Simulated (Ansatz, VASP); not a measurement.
# LiH: VASP beside Ansatz

```xyz
2
Lattice="2.6582 0.0000 0.0000 0.0000 2.6582 0.0000 0.0000 0.0000 2.6582" Properties=species:S:1:pos:R:3 pbc="T T T"
Li    0.0000    0.0000    0.0000
H     1.3291    1.3291    1.3291
```

Alike in both runs: task single point; functional PBE; k mesh 10 × 10 × 10; occupations gaussian, width 0.02 eV; no spin polarisation.

|  | VASP | Ansatz |
| --- | --- | --- |
| version | VASP 6.6.1 | Ansatz 0.2.0 |
| potentials or method | VASP PAW PBE potentials, release 64 (Li_sv, H) | scalar-relativistic, plane waves, PAW |
| plane-wave cutoff (eV) | 520 | 420 |
| valence electrons in the cell | 4 | 4 |

|  | VASP | Ansatz | Ansatz less VASP |
| --- | --- | --- | --- |
| gap on the k mesh at the Fermi level (eV) | 0.79 | 0.77 | -0.019 |
| least direct gap on the mesh (eV) | 4.07 | 4.08 | +0.005 |

With one functional, cell and mesh, what is left measures potentials, basis and numerics.

 A k mesh can miss the band edges.
